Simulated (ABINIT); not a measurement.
Crystal: Al2Pt.

```xyz
3
Lattice="0.0000 2.9550 2.9550 2.9550 0.0000 2.9550 2.9550 2.9550 0.0000" Properties=species:S:1:pos:R:3 pbc="T T T"
Pt    0.0000    0.0000    0.0000
Al    4.4325    4.4325    4.4325
Al    1.4775    1.4775    1.4775
```

Base run:

| Item | Value |
| --- | --- |
| Program | ABINIT 10.8.3 (patched build) |
| Functional | AM05 |
| Potentials or basis | JTH PAW PBE v2.0 |
| Cutoff | 517 eV |
| k mesh | 8 × 8 × 8 |
| Occupations | fermi-dirac, width 0.05 eV |
| Spin | no spin polarisation |

Its results: band gap on the k mesh none (metal or under the smearing width); pressure -1.2 GPa.

Q: After a change of settings the same cell gave: band gap on the k mesh none (metal or under the smearing width); pressure 4.3 GPa. Which change was it?
A. functional from AM05 to LDA
B. functional from AM05 to BLYP
C. functional from AM05 to RPBE
D. functional from AM05 to PBE

A: C.

RPBE binds less tightly than AM05, so the same cell stands under more pressure.

Caveats: the PAW data sets were made with another functional, which shifts forces and pressure a little; spin-orbit coupling is left out, which moves the levels of the heavy elements.
